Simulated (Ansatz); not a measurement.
Bi under changes of volume

One of the cells (31.117 Å³/atom); the others are scaled copies at fixed shape and fractional positions:

```
Bi
1.0
    -1.98143    1.98143    1.98143
     1.98143   -1.98143    1.98143
     1.98143    1.98143   -1.98143
Bi
1
Cartesian
  0.0000 0.0000 0.0000
```

This isn't the form of Bi at room conditions, which is rhombohedral.

- Program: Ansatz 0.2.0
- Functional: PBE
- Potentials or basis: Ansatz PAW
- Cutoff: 420 eV (not typed: the program's choice for these potentials)
- k mesh: 9 × 9 × 9
- Occupations: fermi-dirac, width 0.05 eV
- Spin: no spin polarisation

| volume (Å³/atom) | energy over the lowest point (meV/atom) | pressure (GPa) |
| --- | --- | --- |
| 29.250 | 33.80 | 4.9 |
| 29.872 | 17.58 | 3.4 |
| 30.495 | ? | ? |
| 31.117 | 1.14 | 0.9 |
| 31.739 | 0.00 | -0.2 |
| 32.362 | 2.88 | -1.2 |
| 32.984 | 9.25 | -2.0 |

Question: What does the run at 30.495 Å³/atom give?

Answer: Energy over the lowest point 6.83 meV/atom; pressure 2.1 GPa.

Worked out: A Birch-Murnaghan fit of order 3 (a polynomial in V^(-2/3)) to the other rows has its minimum at 31.60 Å³/atom with B0 = V·E''(V) = 54 GPa and B' = 4.6. It gives 6.85 meV/atom at 30.495 Å³/atom, against the run's 6.83, and -dE/dV = 2.1 GPa, against 2.1.

Energies are extrapolated to zero smearing.
